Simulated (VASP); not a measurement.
Set up this calculation in VASP 6.6.1, as the native input.

| Item | Value |
| --- | --- |
| Task | relaxation of cell and atoms |
| Functional | LDA |
| Potentials or basis | VASP PAW LDA potentials, release 64 (Mg, O) |
| Cutoff | 600 eV |
| k mesh | 14 × 14 × 14 |
| Occupations | gaussian, width 0.03 eV |
| Spin | no spin polarisation |
| Further INCAR settings | ALGO = Normal; EDIFF = 1e-06; IBRION = 2; EDIFFG = -0.01; NSW = 90; ISIF = 3 |

The structure of MgO lies in POSCAR:

```
MgO
1.0
    0.0000000000      2.1085000000      2.1085000000
    2.1085000000      0.0000000000      2.1085000000
    2.1085000000      2.1085000000      0.0000000000
Mg O
1 1
Direct
    0.0000000000      0.0000000000      0.0000000000
    0.5000000000      0.5000000000      0.5000000000
```

The cell was built by a generator and needn't be a form met in nature.

These files were run (other wordings do the same):

INCAR

```
SYSTEM = MgO
PREC = Accurate
ENCUT = 600
EDIFF = 1E-6
ISMEAR = 0
SIGMA = 0.03
LREAL = .FALSE.
LASPH = .TRUE.
NELM = 80
ALGO = Normal
ISIF = 3
LWAVE = .FALSE.
LCHARG = .FALSE.
IBRION = 2
NSW = 90
EDIFFG = -0.01
```

KPOINTS

```
Automatic mesh
0
G
  14 14 14
  0 0 0
```

Potentials or basis: VASP PAW LDA potentials, release 64 (Mg, O).

The run is started by

```console
$ cat potpaw_LDA.64/Mg/POTCAR potpaw_LDA.64/O/POTCAR > POTCAR
$ mpirun -np 1 vasp_std > vasp.out
```

It gave:

The relaxed volume is 8.89 Å³/atom, the relaxed cell is a = 2.930 Å, b = 2.930 Å, c = 2.930 Å, α = 60.00°, β = 60.00°, γ = 60.00° and the space group after relaxing (to 0.05 Å) is Fm-3m (No. 225). The energy gained by relaxing is 13.4 meV/atom, the ionic steps are 3 and the pressure after relaxing is 0.0 GPa. The band gap on the k mesh is 5.16 eV, direct.

It took 25 s on 1 thread of AMD EPYC 7R13 Processor (Zen 3), on a shared host, peak memory 0.12 GiB.
